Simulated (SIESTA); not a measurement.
Sn:

```
Sn
1.0
    -1.72654    1.77555    2.33834
     1.72654   -1.77555    2.33834
     1.72654    1.77555   -2.33834
Sn
1
Direct
  0.00000 0.00000 0.00000
```

This isn't the form of Sn at room conditions, which is tetragonal (white tin).

Base run:

| Item | Value |
| --- | --- |
| Program | SIESTA 5.4.2 |
| Functional | PBEsol |
| Potentials or basis | PseudoDojo 0.4 standard (PBEsol files) |
| Basis | TZP (energy shift 0.003 Ry; two zetas on semicore shells) |
| Grid cutoff | 500 Ry |
| Energy shift | 0.003 Ry |
| k mesh | 11 × 11 × 11 |
| Occupations | fermi-dirac, width 0.05 eV |
| Spin | no spin polarisation |

Its results: band gap on the k mesh none (metal or under the smearing width); pressure -3.2 GPa.

Task: The run is repeated on the same cell with these changes: basis from TZP (energy shift 0.003 Ry; two zetas on semicore shells) to SZ (energy shift 0.003 Ry). What comes out?

Result: Band gap on the k mesh none (metal or under the smearing width); pressure 1.9 GPa.

Caveats: spin-orbit coupling is left out, which moves the levels of the heavy elements; the basis of atomic orbitals isn't converged, which shifts pressures, moduli and gaps; the basis has no polarisation orbitals (some runs).
